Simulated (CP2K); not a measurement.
Here is a CP2K 2026.2 calculation.

Contents of sno_scf.inp:

```
&GLOBAL
  PROJECT sno_scf
  RUN_TYPE ENERGY_FORCE
  PRINT_LEVEL LOW
&END GLOBAL
&FORCE_EVAL
  METHOD QS
  STRESS_TENSOR ANALYTICAL
  &DFT
    BASIS_SET_FILE_NAME BASIS_MOLOPT_UZH
    POTENTIAL_FILE_NAME POTENTIAL_UZH
    &MGRID
      CUTOFF 600
      REL_CUTOFF 60
      NGRIDS 4
    &END MGRID
    &QS
      METHOD GPW
      EPS_DEFAULT 1.0E-10
    &END QS
    &KPOINTS
      SCHEME MONKHORST-PACK 7 7 6
      GAMMA_CENTERED T
      SYMMETRY T
      SYMMETRY_BACKEND SPGLIB
    &END KPOINTS
    &SCF
      SCF_GUESS ATOMIC
      EPS_SCF 1.0E-6
      MAX_SCF 100
      ADDED_MOS 14
      CHOLESKY OFF
      EPS_EIGVAL 1.0E-7
      &DIAGONALIZATION ON
        ALGORITHM STANDARD
      &END DIAGONALIZATION
      &MIXING ON
        METHOD BROYDEN_MIXING
        ALPHA 0.4
        BETA 1.5
        NBUFFER 8
      &END MIXING
      &SMEAR ON
        METHOD FERMI_DIRAC
        ELECTRONIC_TEMPERATURE [K] 580.226
      &END SMEAR
    &END SCF
    &XC
      &XC_FUNCTIONAL
        &GGA_X_PBE
        &END GGA_X_PBE
        &GGA_C_PBE
        &END GGA_C_PBE
      &END XC_FUNCTIONAL
    &END XC
    &PRINT
      &KPOINTS ON
      &END KPOINTS
      &MULLIKEN ON
      &END MULLIKEN
      &MO ON
        ENERGIES T
        OCCUPATION_NUMBERS T
        &EACH
          QS_SCF 0
        &END EACH
        ADD_LAST NUMERIC
      &END MO
      &LOWDIN ON
      &END LOWDIN
      &HIRSHFELD ON
        SHAPE_FUNCTION DENSITY
      &END HIRSHFELD
    &END PRINT
  &END DFT
  &SUBSYS
    &CELL
      ABC 3.8136952200 3.8136952200 4.8869133000
      ALPHA_BETA_GAMMA 90.0000000000 90.0000000000 90.0000000000
      PERIODIC XYZ
    &END CELL
    &COORD
      Sn  1.9418764006 -0.0165056729 3.7617797033
      Sn  0.0121771288 1.9097116951 1.0990765750
      O   0.0261085575 0.0131458074 -0.0093095698
      O   1.8823026676 1.8901779482 -0.0078874781
    &END COORD
    &KIND Sn
      BASIS_SET TZVP-MOLOPT-PBE-GTH-q4
      POTENTIAL GTH-PBE-q4
    &END KIND
    &KIND O
      BASIS_SET TZVP-MOLOPT-PBE-GTH-q6
      POTENTIAL GTH-PBE-q6
    &END KIND
    &PRINT
      &ATOMIC_COORDINATES ON
      &END ATOMIC_COORDINATES
      &CELL ON
      &END CELL
      &SYMMETRY ON
      &END SYMMETRY
    &END PRINT
  &END SUBSYS
  &PRINT
    &FORCES ON
    &END FORCES
    &STRESS_TENSOR ON
    &END STRESS_TENSOR
  &END PRINT
&END FORCE_EVAL
```

Potentials or basis: POTENTIAL_UZH Sn GTH-PBE-q4, O GTH-PBE-q6; TZVP-MOLOPT-PBE-GTH basis.

The run is started by

```bash
$ OMP_NUM_THREADS=1 cp2k.psmp -i sno_scf.inp -o sno_scf.out
```

(1) Estimate the band gap on the k mesh.

(2) Predict the largest force.

Results:

(1) 0.61 eV, indirect (least direct gap 1.92 eV).

(2) 1.688 eV/Å.

Caveat: spin-orbit coupling is left out, which moves the levels of the heavy elements; an odd mesh through Γ misses points on the zone boundary, where band edges often lie; the basis of atomic orbitals isn't converged, which shifts pressures, moduli and gaps.
